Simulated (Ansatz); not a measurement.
## Random displacements in SiC

Theory: Ansatz, DFT r2SCAN, scalar-relativistic, plane waves, PAW. Cutoff 500 eV, Γ-centred 12×12×4 k-points, Gaussian smearing of 0.05 eV. No spin polarisation. Energies are free energies at this smearing, counted from the undisturbed cell; pressure is positive in compression.

Zero of the scan (as given, not relaxed at this level):

```yaml
crystal:
  lattice:
    - [3.07569, 0.00000, 0.00000]
    - [-1.53785, 2.66363, 0.00000]
    - [0.00000, 0.00000, 10.07065]
  atoms:
    - { symbol: Si, position: [0.66667, 0.33333, 0.93784] }
    - { symbol: Si, position: [0.33333, 0.66667, 0.43784] }
    - { symbol: Si, position: [0.00000, 0.00000, 0.68789] }
    - { symbol: Si, position: [0.00000, 0.00000, 0.18789] }
    - { symbol: C, position: [0.66667, 0.33333, 0.74980] }
    - { symbol: C, position: [0.33333, 0.66667, 0.24980] }
    - { symbol: C, position: [0.00000, 0.00000, 0.50046] }
    - { symbol: C, position: [0.00000, 0.00000, 0.00046] }
```

The atoms are displaced (Å, in the unstrained cell):

| atom | ux | uy | uz |
| --- | --- | --- | --- |
| Si1 | -0.015 | 0.006 | 0.011 |
| Si2 | 0.062 | -0.051 | -0.063 |
| Si3 | -0.061 | 0.013 | -0.090 |
| Si4 | 0.117 | 0.000 | 0.008 |
| C5 | -0.078 | 0.054 | -0.034 |
| C6 | -0.105 | 0.084 | 0.109 |
| C7 | -0.004 | -0.031 | 0.007 |
| C8 | 0.084 | -0.075 | 0.052 |

Strain (Voigt, engineering shear): (0.0139, 0.0007, -0.0224, -0.0082, -0.0185, 0.0064).

(1) What are the energy change, the stress and the forces?

Results:

(1) ΔE = 183.2 meV/atom; stress (xx, yy, zz, yz, xz, xy; compression positive) (-3.96, 0.73, 27.80, -1.21, 7.73, -2.59) GPa; gap on the mesh 2.10 eV.
| atom | Fx (eV/Å) | Fy | Fz |
| --- | --- | --- | --- |
| Si1 | 0.97 | -1.33 | -0.85 |
| Si2 | -1.01 | 0.30 | 4.58 |
| Si3 | -0.10 | 0.62 | 2.82 |
| Si4 | -4.24 | 2.07 | 0.45 |
| C5 | 0.40 | -0.86 | 0.29 |
| C6 | 4.26 | -2.34 | -3.91 |
| C7 | 0.82 | -0.12 | -2.51 |
| C8 | -1.09 | 1.66 | -0.86 |

Cost: 1 run of about 3.2 core-minutes, on Intel Xeon Processor @ 2.50GHz (Skylake/Cascade Lake) (shared hosts).